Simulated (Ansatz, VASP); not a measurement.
**LiF: VASP beside Ansatz**

The input INCAR:

```
PREC = Accurate
ENCUT = 520
EDIFF = 1E-6
ISMEAR = 0
SIGMA = 0.05
LREAL = F
LASPH = T
NELM = 60
ALGO = Normal
ISIF = 2
LWAVE = F
LCHARG = F
GGA = PE
NBANDS = 12
```

KPOINTS

```
Automatic mesh
0
Gamma
  10 10 10
```

The input POSCAR:

```
LiF
1.0
    2.5595330000      0.0000000000      0.0000000000
    0.0000000000      2.5595330000      0.0000000000
    0.0000000000      0.0000000000      2.5595330000
F Li
1 1
Direct
    0.5000000000      0.5000000000      0.5000000000
    0.0000000000      0.0000000000      0.0000000000
```

File input.yaml:

```yaml
crystal:
  lattice:
    - [2.559533, 0.0, 0.0]
    - [0.0, 2.559533, 0.0]
    - [0.0, 0.0, 2.559533]
  atoms:
    - { symbol: F, position: [0.5, 0.5, 0.5] }
    - { symbol: Li, position: [0.0, 0.0, 0.0] }
kpoints:
  mp_grid: { grid: [10, 10, 10] }
scf:
  occupations: { method: gaussian, width: 0.05 }
hamiltonian:
  xc: pbe
  pseudopotentials: { kind: all_electron, lapw: { basis_error: 0.001 } }
output:
  forces: true
  stress: true
  eigenvalues: true
```

Measurements of this composition are mostly on another form, of space group No. 225.

Alike in both runs: task single point; functional PBE; k mesh 10 × 10 × 10; occupations gaussian, width 0.05 eV; no spin polarisation.

|  | VASP | Ansatz |
| --- | --- | --- |
| version | VASP 6.6.1 | Ansatz 0.2.0 |
| potentials or method | VASP PAW PBE potentials, release 64 (F, Li_sv) | all-electron LAPW, scalar-relativistic |
| plane-wave cutoff (eV) | 520 | see its input |

|  | VASP | Ansatz | Ansatz less VASP |
| --- | --- | --- | --- |
| gap on the k mesh at the Fermi level (eV) | 7.51 | 7.49 | -0.025 |
| least direct gap on the mesh (eV) | 8.18 | 8.15 | -0.026 |

Ansatz ran all-electron here, so the differences hold the error of VASP's frozen core and of both bases.

 A k mesh can miss the band edges. Expect the measured gap to be larger: semilocal functionals such as PBE lack the derivative discontinuity.
